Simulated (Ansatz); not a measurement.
Here is an Ansatz 0.2.0 calculation.

Contents of input.yaml:

```yaml
crystal:
  lattice:
    - [0.0, 3.039, 3.039]
    - [3.039, 0.0, 3.039]
    - [3.039, 3.039, 0.0]
  atoms:
    - { symbol: Hg, position: [0.0, 0.0, 0.0] }
    - { symbol: Se, position: [0.75, 0.75, 0.75] }
hamiltonian:
  xc: pbe
  pseudopotentials: { kind: paw }
kpoints:
  mp_grid: { grid: [8, 8, 8] }
scf:
  occupations: { method: gaussian, width: 0.011 }
output:
  forces: true
  stress: true
  eigenvalues: true
  write_density: true
  write_potential: true
  elf: true
  volumetric_format: npy
```

Potentials or basis: Ansatz PAW.

The run is started by

```bash
$ ansatz run input.yaml --threads 2 --pin off --max-ram 5632MiB --backend cpu --events-out ev --progress --plain --runs-dir out
```

**Question.** What does it give for the band gap on the k mesh?

**Answer.** None (metal or under the smearing width).

**Question.** What does it give for the pressure?

**Answer.** 4.7 GPa.

The run has no spin-orbit coupling, so splittings on Hg are missing.
